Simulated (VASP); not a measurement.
# ZnS (P6_3mc) in VASP: notebook

One crystal, ZnS, is run at these levels: PBE; tasks: single point.

Everything below comes from runs of VASP 6.6.1. Logs are shortened: lines on timing, memory, paths and dates and some standing lists are left out, and cuts for length are marked.

### 1 The undisturbed crystal

It takes space group P6_3mc (No. 186, hexagonal). The conventional cell has a = 3.811 Å, b = 3.811 Å, c = 6.234 Å, α = 90.00°, β = 90.00°, γ = 120.00°. Zn (site symmetry 3m) is surrounded by 4 S at 2.31 to 2.40 Å. S (site symmetry 3m) has 4 Zn at 2.31 to 2.40 Å as nearest neighbours.

### 2 Single point, PBE (one atom moved)

Contents of INCAR:

```
SYSTEM = ZnS
  PREC = Accurate
  ENCUT = 520
  EDIFF = 1E-6
  ISMEAR = 0
  SIGMA = 0.02
  LREAL = .FALSE.
  LASPH = .TRUE.
  NELM = 100
  ALGO = Fast
  ISIF = 2
  LWAVE = .FALSE.
  LCHARG = .FALSE.
  GGA = PE
  NBANDS = 26
```

Contents of KPOINTS:

```
regular mesh
0
G
  9 9 6
  0 0 0
```

Contents of POSCAR:

```
ZnS
1.0
    3.8109987816      0.0000000000      0.0000000000
   -1.9054993908      3.3004217586      0.0000000000
    0.0000000000      0.0000000000      6.2340000000
Zn S
2 2
Direct
    0.3923729743      0.6666666667      0.0000000000
    0.6666666667      0.3333333333      0.5000000000
    0.3333333333      0.6666666667      0.3850000000
    0.6666666667      0.3333333333      0.8850000000
```

Potentials or basis: VASP PAW PBE potentials, release 64 (Zn, S).

The run is started by

```sh
cat potpaw_PBE.64/Zn/POTCAR potpaw_PBE.64/S/POTCAR > POTCAR
mpirun -np 1 vasp_std > vasp.out
```

OUTCAR:

```text
SYSTEM = ZnS
   PREC = Accurate
   ENCUT = 520
   EDIFF = 1E-6
   ISMEAR = 0
   LREAL = .FALSE.
   LASPH = .TRUE.
   NELM = 100
   ISIF = 2
   GGA = PE

 ion  position               nearest neighbor table
   1  0.392  0.667  0.000-   4 2.13   4 2.33   3 2.41   4 2.50
   2  0.667  0.333  0.500-   3 2.31   3 2.31   3 2.31   4 2.40
   3  0.333  0.667  0.385-   2 2.31   2 2.31   2 2.31   1 2.41
   4  0.667  0.333  0.885-   1 2.13   1 2.33   2 2.40   1 2.50

  LATTYP: Found a hexagonal cell.
 ALAT       =     3.8109987816
 C/A-ratio  =     1.6357916539

  Lattice vectors:

 A1 = (   3.8109987816,   0.0000000000,   0.0000000000)
 A2 = (  -1.9054993908,   3.3004217586,   0.0000000000)
 A3 = (   0.0000000000,   0.0000000000,   6.2340000000)

Analysis of symmetry for initial positions (statically):
=====================================================================
 Subroutine PRICEL returns:
 Original cell was already a primitive cell.

 Routine SETGRP: Setting up the symmetry group for a
 hexagonal supercell.

 Subroutine GETGRP returns: Found  1 space group operations
 (whereof  1 operations were pure point group operations)
 out of a pool of 24 trial point group operations.

The static configuration has the point symmetry C_1 .

Analysis of symmetry for dynamics (positions and initial velocities):
=====================================================================
 Subroutine PRICEL returns:
 Original cell was already a primitive cell.

 Routine SETGRP: Setting up the symmetry group for a
 hexagonal supercell.

 Subroutine GETGRP returns: Found  1 space group operations
 (whereof  1 operations were pure point group operations)
 out of a pool of 24 trial point group operations.

The dynamic configuration has the point symmetry C_1 .

 Subroutine INISYM returns: Found  1 space group operations
 (whereof  1 operations are pure point group operations),
 and found     1 'primitive' translations

----------------------------------------------------------------------------------------

                                     Primitive cell

  volume of cell :      78.4106

  direct lattice vectors                    reciprocal lattice vectors
     3.810998782  0.000000000  0.000000000     0.262398405  0.151495789  0.000000000
    -1.905499391  3.300421759  0.000000000     0.000000000  0.302991579  0.000000000
     0.000000000  0.000000000  6.234000000     0.000000000  0.000000000  0.160410651

  length of vectors
     3.810998782  3.810998782  6.234000000     0.302991579  0.302991579  0.160410651

  position of ions in fractional coordinates (direct lattice)
     0.392372974  0.666666667  0.000000000
     0.666666667  0.333333333  0.500000000
     0.333333333  0.666666667  0.385000000
     0.666666667  0.333333333  0.885000000

  ion indices of the primitive-cell ions
   primitive index   ion index
                 1           1
                 2           2
                 3           3
                 4           4

----------------------------------------------------------------------------------------

 KPOINTS: regular mesh

Automatic generation of k-mesh.
 Grid dimensions read from file:
 generate k-points for:    9    9    6

 Generating k-lattice:

  Cartesian coordinates                     Fractional coordinates (reciprocal lattice)
     0.029155378  0.016832865  0.000000000     0.111111111  0.000000000  0.000000000
     0.000000000  0.033665731  0.000000000     0.000000000  0.111111111  0.000000000
     0.000000000  0.000000000  0.026735109     0.000000000  0.000000000  0.166666667

  Length of vectors
     0.033665731  0.033665731  0.026735109

  Shift w.r.t. Gamma in fractional coordinates (k-lattice)
     0.000000000  0.000000000  0.000000000

 Subroutine IBZKPT returns following result:
 ===========================================

 Found    244 irreducible k-points:

 Following reciprocal coordinates:
            Coordinates               Weight
  0.000000  0.000000  0.000000      1.000000
  0.111111  0.000000  0.000000      2.000000
  0.000000  0.111111  0.000000      2.000000
 -0.111111  0.111111  0.000000      2.000000
  0.222222 -0.000000  0.000000      2.000000
  0.000000  0.222222  0.000000      2.000000
[... 16 lines left out ...]
  0.333333  0.111111  0.000000      2.000000
 -0.111111  0.444444  0.000000      2.000000
 [... further k-points ...]
   k-points           NKPTS =    244   k-points in BZ     NKDIM =    244   number of bands    NBANDS=     26
   number of dos      NEDOS =    301   number of ions     NIONS =      4
   total plane-waves  NPLWV =  37632
   dimension x,y,z NGX =    28 NGY =   28 NGZ =   48
   dimension x,y,z NGXF=    56 NGYF=   56 NGZF=   96
   ions per type =               2   2
   NGX,Y,Z   is equivalent  to a cutoff of  12.21, 12.21, 12.80 a.u.
   NGXF,Y,Z  is equivalent  to a cutoff of  24.43, 24.43, 25.60 a.u.
 SYSTEM =  ZnS
   PREC   = accura    normal or accurate (medium, high low for compatibility)
   ISTART =      0    job   : 0-new  1-cont  2-samecut
   ICHARG =      2    charge: 1-file 2-atom 10-const
   ISPIN  =      1    spin polarized calculation?
   LNONCOLLINEAR =      F non collinear calculations
   LSORBIT =      F    spin-orbit coupling
   LASPH  =      T    aspherical Exc in radial PAW
   ENCUT  =  520.0 eV  38.22 Ry    6.18 a.u.   7.09  7.09 11.59*2*pi/ulx,y,z
   NELM   =    100;   NELMIN=  2; NELMDL= -5     # of ELM steps
   EDIFF  = 0.1E-05   stopping-criterion for ELM
   LREAL  =      F    real-space projection
   EDIFFG = 0.1E-04   stopping-criterion for IOM
   NSW    =      0    number of steps for IOM
   IBRION =     -1    ionic relax: 0-MD 1-quasi-New 2-CG
   NFREE  =      0    steps in history (QN), initial steepest desc. (CG)
   ISIF   =      2    stress and relaxation
   ISYM   =      2    0-nonsym 1-usesym 2-fastsym
   POTIM  = 0.5000    time-step for ionic-motion
   TEBEG  =    0.0;   TEEND  =   0.0 temperature during run
   PSTRESS=    0.0 pullay stress
   NELECT =      36.0000    total number of electrons
   NUPDOWN=      -1.0000    fix difference up-down
   EMIN   =  10.00;   EMAX   =-10.00  energy-range for DOS
   EFERMI =   0.00;   METHOD = LEGACY
   ISMEAR =     0;   SIGMA  =   0.02  broadening in eV -4-tet -1-fermi 0-gaus
   EFERMI_NEDOS =   21; number of points for ismear=-14 and -15
   IALGO  =     68    algorithm
   IMIX   =      4    mixing-type and parameters
     AMIX     =   0.40;   BMIX     =  1.00
     AMIX_MAG =   1.60;   BMIX_MAG =  1.00
  volume/ion in A,a.u.               =      19.60       132.29
  Fermi-wavevector in a.u.,A,eV,Ry     =   1.262944  2.386617 21.701656  1.595027
  Thomas-Fermi vector in A             =   2.396326
   LORBIT       =      0    0 simple, 1 ext, 2 COOP (PROOUT), +10 PAW based schemes
   GGA     = PE    functional components
   LHFCALC =     F    Hartree Fock is set to
   AEXX    =    0.0000 exact exchange contribution
   IVDW    =     0    specifies the selected vdW correction
   LEPSILON=     F    determine dielectric tensor
   LRPA    =     F    only Hartree local field effects (RPA)
 non-spin polarized calculation
 RMM-DIIS sequential band-by-band and
 Gauss-broadening in eV      SIGMA  =   0.02
  energy-cutoff  :      520.00
  volume of cell :       78.41
 maximum number of plane-waves:      2133
   NGX = 15   NGY = 15   NGZ = 23

 number of electron      35.9999982 magnetization

 Free energy of the ion-electron system (eV)
  ---------------------------------------------------
  ext. energy  EPLUGINS =         0.00000000
  ---------------------------------------------------
  free energy    TOTEN  =       -13.47515660 eV

  energy without entropy =      -13.47515660  energy(sigma->0) =      -13.47515660

 E-fermi :   2.3888     XC(G=0):  -9.6511

 val. band max:        2.2392808695   @ k =   0.0000   0.0000   0.0000
 cond. band min:       4.4250062571   @ k =   0.0000   0.0000   0.0000
 fundamental gap:      2.1857253875
 Fermi energy:         2.3888287342

 k-point     1 :       0.0000    0.0000    0.0000
  band No.  band energies     occupation
      1     -11.0618      2.00000
      2     -10.1418      2.00000
      3      -4.3985      2.00000
      4      -4.2307      2.00000
      5      -4.1748      2.00000
      6      -4.1713      2.00000
[... 18 lines left out ...]
     25      10.1216      0.00000
     26      11.4360      0.00000

 k-point     2 :       0.1111    0.0000    0.0000
  band No.  band energies     occupation
      1     -10.9803      2.00000
      2     -10.0945      2.00000
      3      -4.3867      2.00000
      4      -4.2325      2.00000
      5      -4.1724      2.00000
      6      -4.1479      2.00000
[... 18 lines left out ...]
     25      10.4534      0.00000
     26      10.9631      0.00000

 k-point     3 :       0.0000    0.1111    0.0000
  band No.  band energies     occupation
      1     -10.9774      2.00000
      2     -10.0925      2.00000
      3      -4.3972      2.00000
      4      -4.2119      2.00000
      5      -4.1688      2.00000
      6      -4.1494      2.00000
[... 18 lines left out ...]
     25      10.3575      0.00000
     26      10.9121      0.00000

 k-point     4 :      -0.1111    0.1111    0.0000
  band No.  band energies     occupation
      1     -10.9754      2.00000
      2     -10.0920      2.00000
      3      -4.4015      2.00000
      4      -4.2048      2.00000
      5      -4.1699      2.00000
      6      -4.1505      2.00000
[... 18 lines left out ...]
     25      10.0924      0.00000
     26      10.8389      0.00000

 k-point     5 :       0.2222   -0.0000    0.0000
  band No.  band energies     occupation
      1     -10.7571      2.00000
      2      -9.9767      2.00000
      3      -4.3575      2.00000
      4      -4.2360      2.00000
      5      -4.1610      2.00000
      6      -4.0866      2.00000
[... 18 lines left out ...]
     25      10.4103      0.00000
     26      11.1169      0.00000

 k-point     6 :       0.0000    0.2222    0.0000
  band No.  band energies     occupation
      1     -10.7455      2.00000
      2      -9.9698      2.00000
      3      -4.3852      2.00000
      4      -4.1877      2.00000
      5      -4.1380      2.00000
      6      -4.0975      2.00000
[... 427 lines left out ...]
 k-point    21 :       0.1111    0.2222    0.0000
  band No.  band energies     occupation
      1     -10.5547      2.00000
      2      -9.8858      2.00000
      3      -4.3581      2.00000
      4      -4.1668      2.00000
      5      -4.1215      2.00000
      6      -4.0854      2.00000
[... 18 lines left out ...]
     25      10.7516      0.00000
     26      11.0633      0.00000

 k-point    22 :       0.3333   -0.1111    0.0000
  band No.  band energies     occupation
      1     -10.5560      2.00000
      2      -9.8904      2.00000
      3      -4.3460      2.00000
      4      -4.2001      2.00000
      5      -4.1188      2.00000
      6      -4.0631      2.00000
[... 18 lines left out ...]
     25      10.7932      0.00000
     26      11.0339      0.00000

 k-point    23 :       0.3333    0.1111    0.0000
  band No.  band energies     occupation
      1     -10.2840      2.00000
      2      -9.8081      2.00000
      3      -4.3096      2.00000
      4      -4.2113      2.00000
      5      -4.0375      2.00000
      6      -4.0005      2.00000
[... 18 lines left out ...]
     25      11.0184      0.00000
     26      11.7892      0.00000

 k-point    24 :      -0.1111    0.4444    0.0000
  band No.  band energies     occupation
      1     -10.2402      2.00000
      2      -9.8013      2.00000
      3      -4.2832      2.00000
      4      -4.1609      2.00000
      5      -4.0504      2.00000
      6      -3.9798      2.00000
[... 18 lines left out ...]
     25      11.2203      0.00000
     26      11.9960      0.00000

 [... further k-points ...]

------------------------ aborting loop because EDIFF is reached ----------------------------------------

  FORCE on cell =-STRESS in cart. coord.  units (eV):
  Direction    XX          YY          ZZ          XY          YZ          ZX
  --------------------------------------------------------------------------------------
  -------------------------------------------------------------------------------------
  Total        2.7306650      2.1150402      0.8648811     -1.4479253      0.4039055     -0.9416741
  in kB       55.7961144     43.2169551     17.6722530    -29.5856882      8.2530652    -19.2413767
  external PRESSURE =      38.8951075 kB  Pullay stress =       0.0000000 kB

 VOLUME and BASIS-vectors are now :
 -----------------------------------------------------------------------------
  energy-cutoff  :      520.00
  volume of cell :       78.41
      direct lattice vectors                 reciprocal lattice vectors
     3.810998782  0.000000000  0.000000000     0.262398405  0.151495789  0.000000000
    -1.905499391  3.300421759  0.000000000     0.000000000  0.302991579  0.000000000
     0.000000000  0.000000000  6.234000000     0.000000000  0.000000000  0.160410651

 POSITION                                       TOTAL-FORCE (eV/Angst)
 -----------------------------------------------------------------------------------
      0.22500      2.20028      0.00000        -1.654596      0.559078      0.677706
      1.90550      1.10014      3.11700        -0.030031     -0.004730      0.326743
     -0.00000      2.20028      2.40009         0.073366      0.012895     -0.363723
      1.90550      1.10014      5.51709         1.611262     -0.567243     -0.640726
 -----------------------------------------------------------------------------------
    total drift:                                0.000314     -0.000225      0.000441

  FREE ENERGIE OF THE ION-ELECTRON SYSTEM (eV)
  ---------------------------------------------------
  free  energy   TOTEN  =       -13.4751565974 eV

  energy  without entropy=      -13.4751565974  energy(sigma->0) =      -13.47515660
```

Wall time 5.4 min (1 thread of Intel Xeon Platinum 8488C (Sapphire Rapids), shared host); peak memory 0.49 GiB.

What came out:

```yaml
Free_energy: -13.4752 eV
Pressure: 3.9 GPa
Largest_force: 1.873 eV/Å
Band_gap_on_the_k_mesh: 2.19 eV, direct
```

Forces on the atoms (eV/Å):
```
Zn  -1.655  0.559  0.678
Zn  -0.030 -0.005  0.327
S    0.073  0.013 -0.364
S    1.611 -0.567 -0.641
```

Levels at points of the mesh, in eV from the valence-band top:
```csv
k point,band 15,band 16,band 17,band 18,band 19,band 20,band 21,band 22
"(0.00, 0.00, 0.00)",-0.77,-0.19,-0.06,0.00,2.19,2.93,6.04,6.44
"(0.00, 0.00, 0.50)",-0.85,-0.55,-0.52,-0.25,3.43,3.47,6.22,6.60
```

Caveat: an odd mesh through Γ misses points on the zone boundary, where band edges often lie; forces of over 1 eV/Å show positions far from the minimum, so gaps and moduli don't describe the material at rest.

### 3 Single point, PBE (strained and moved within the space group)

Contents of INCAR:

```
ALGO = Normal
EDIFF = 1E-6
ENCUT = 520
GGA = PE
ISIF = 2
ISMEAR = 0
LASPH = T
LCHARG = T
LELF = T
LREAL = F
LVHAR = T
LWAVE = F
NBANDS = 26
NELM = 100
PREC = Accurate
SIGMA = 0.02
```

Contents of KPOINTS:

```
k-points
0
Gamma
  9 9 6
```

Contents of POSCAR:

```
ZnS
1.0
    3.8550158175      0.0000000000      0.0000000000
   -1.9275079088      3.3385416299      0.0000000000
    0.0000000000      0.0000000000      6.6800427000
Zn S
2 2
Direct
    0.3333333333      0.6666666667     -0.0401026628
    0.6666666667      0.3333333333      0.4598973372
    0.3333333333      0.6666666667      0.4251026628
    0.6666666667      0.3333333333      0.9251026628
```

Potentials or basis: VASP PAW PBE potentials, release 64 (Zn, S).

The run is started by

```sh
cat potpaw_PBE.64/Zn/POTCAR potpaw_PBE.64/S/POTCAR > POTCAR
mpirun -np 1 vasp_std > vasp.out
```

It took 86 s on 1 thread of Intel Xeon Platinum 8488C (Sapphire Rapids), shared host; peak memory 0.24 GiB.

The run converged. Its results:

- Free energy: -13.0315 eV
- Pressure: 2.5 GPa
- Largest force: 0.381 eV/Å
- Band gap on the k mesh: 2.37 eV, direct

Forces in eV/Å, atoms in the order of the input:
```
Zn   0.000  0.000  0.381
Zn   0.000  0.000  0.381
S    0.000  0.000 -0.381
S    0.000  0.000 -0.381
```

Stress tensor (GPa, compression positive):
```
 4.38  0.00  0.00
 0.00  4.38  0.00
 0.00  0.00 -1.11
```

Levels at points of the mesh, in eV from the valence-band top:
```csv
k point,band 15,band 16,band 17,band 18,band 19,band 20,band 21,band 22
"(0.00, 0.00, 0.00)",-0.37,-0.12,0.00,0.00,2.37,2.72,6.57,6.57
"(0.00, 0.00, 0.50)",-0.19,-0.19,-0.19,-0.19,3.11,3.11,6.83,6.83
```

Caveat: an odd mesh through Γ misses points on the zone boundary, where band edges often lie.
